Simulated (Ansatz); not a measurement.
# InP: the cost of one run

Program: Ansatz 0.2.0. Level of theory: DFT PBE, scalar-relativistic, plane waves, PAW, unless a step names another level. These are calculated values, not measurements.

**1. The structure to begin with**

Symmetry: P4_2/mnm, No. 136, tetragonal system. The conventional cell has a = 7.277 Å, b = 7.277 Å, c = 4.215 Å, α = 90.00°, β = 90.00°, γ = 90.00°. In (site symmetry m2m) has 4 P at 2.56 to 2.61 Å as nearest neighbours. P (site symmetry m2m) has 4 In at 2.56 to 2.61 Å as nearest neighbours.

Coordinates:

```
In P
1.0
     7.27733    0.00000    0.00000
     0.00000    7.27733    0.00000
     0.00000    0.00000    4.21543
In P
4 4
Direct
  0.67811 0.67811 0.00000
  0.82189 0.17811 0.50000
  0.32189 0.32189 0.00000
  0.17811 0.82189 0.50000
  0.81948 0.81948 0.50000
  0.68052 0.31948 0.00000
  0.18052 0.18052 0.50000
  0.31948 0.68052 0.00000
```

It is the end of an earlier relaxation with the same method, from a generated guess; it needn't be the stable form of this composition. At a tolerance of 0.02 Å it has space group P4_2/mnm (No. 136); it has 27.91 Å³/atom, an uncorrected energy of -0.19 eV/atom over the elements and, on its mesh, gap 0.57 eV.

**2. Band edges anywhere in the zone**

input.yaml

```yaml
crystal:
  lattice:
    - [7.2773307, 0.0, 0.0]
    - [0.0, 7.2773307, 0.0]
    - [0.0, 0.0, 4.2154268]
  atoms:
    - { symbol: In, position: [0.67811, 0.67811, 0.0] }
    - { symbol: In, position: [0.82189, 0.17811, 0.5] }
    - { symbol: In, position: [0.32189, 0.32189, 0.0] }
    - { symbol: In, position: [0.17811, 0.82189, 0.5] }
    - { symbol: P, position: [0.819479, 0.819479, 0.5] }
    - { symbol: P, position: [0.680521, 0.319479, 0.0] }
    - { symbol: P, position: [0.180521, 0.180521, 0.5] }
    - { symbol: P, position: [0.319479, 0.680521, 0.0] }
basis:
  ecutwfc: 420
kpoints:
  mp_grid: { grid: [6, 6, 8] }
  band_path: { path: [VBM, CBM], npoints: 2 }
hamiltonian:
  xc: pbe
scf:
  occupations: { method: gaussian, width: 0.02 }
output:
  forces: false
  stress: false
  eigenvalues: true
checkpoint:
  read: start.run
  write: ck
  compress: false
  write_wavefunctions: false
  write_every: 100000
```

Run with:

```
> ansatz run input.yaml --threads 4 --pin off --max-ram 8192MiB --backend cpu --events-out ev --progress --plain --runs-dir out
```

What time and memory should one allow on 4 threads of Intel Xeon 6975P-C (Granite Rapids), shared host?

About 8.5 s, with a peak of 0.79 GiB.
